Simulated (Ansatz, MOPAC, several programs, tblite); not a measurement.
Energy against volume for KI (P6_3/mmc) from a database of computed structures, at fixed shape and fractional coordinates, computed by several methods (PBE and r2SCAN, where shown, with plane waves in Ansatz); the cell shown is that of r2SCAN. With free coordinates or axes held, a curve is too stiff, and on another method's shape its minimum isn't the method's own volume. It is hexagonal, P6_3/mmc (No. 194); conventional cell a = 4.899 Å, c = 8.591 Å, 44.65 Å³ an atom. Around K lie 6 I at 3.55 Å; around I lie 6 K at 3.55 Å. The values are computed, spin-unpolarised, and not measurements. Energies count from each curve's lowest point; fits are third-order Birch-Murnaghan.

```
K I
1.0
     2.44984   -4.24281    0.00000
     2.44984    4.24281    0.00000
     0.00000    0.00000    8.59082
K I
2 2
Direct
  0.50000 0.50000 0.50000
  0.50000 0.50000 0.00000
  0.83340 0.16660 0.25000
  0.16660 0.83340 0.75000
```

Question: PBE, on the shape of its own relaxed cell, gives

| V (Å³/atom) | E (meV/atom) |
| --- | --- |
| 43.635 | 6.23 |
| 45.027 | 1.47 |
| 46.420 | 0.00 |
| 47.812 | 1.30 |
| 49.205 | 4.94 |

What equilibrium volume and bulk modulus follow?

Answer: V₀ = 46.42 Å³ an atom and B₀ = 11 GPa.

GFN2-xTB (tblite), on the shape of the cell shown, as a cluster of 16 atoms at the zone centre:
```tsv
V (Å³/atom)	E (meV/atom)
39.290	82.78
41.969	39.88
44.647	15.45
47.326	3.18
50.005	0.00
```
The lowest point is an end point, so the minimum isn't bracketed.

Question: r2SCAN, on the shape of its own relaxed cell, gives
```csv
V (Å³/atom),E (meV/atom)
41.969,7.34
43.308,1.80
44.647,0.00
45.987,1.34
47.326,5.29
```
What equilibrium volume and bulk modulus follow?

Answer: V₀ = 44.71 Å³ an atom and B₀ = 12 GPa.

PM7 (MOPAC), on the shape of the cell shown, as a cluster of 16 atoms at the zone centre:
```tsv
V (Å³/atom)	E (meV/atom)
39.290	328.46
41.969	182.28
44.647	88.45
47.326	31.11
50.005	0.00
```
The lowest point is an end point, so the minimum isn't bracketed.

light PBE (260 eV, its own mesh), on the shape of the cell shown:
```
V (Å³/atom)  E (meV/atom)
     41.076         28.88
     42.861         25.68
     44.647          0.00
     46.433          5.65
     48.219          3.04
     50.005         18.74
```
The points scatter about a smooth fit, as a low cutoff and a light mesh can make them, so no fit is quoted.
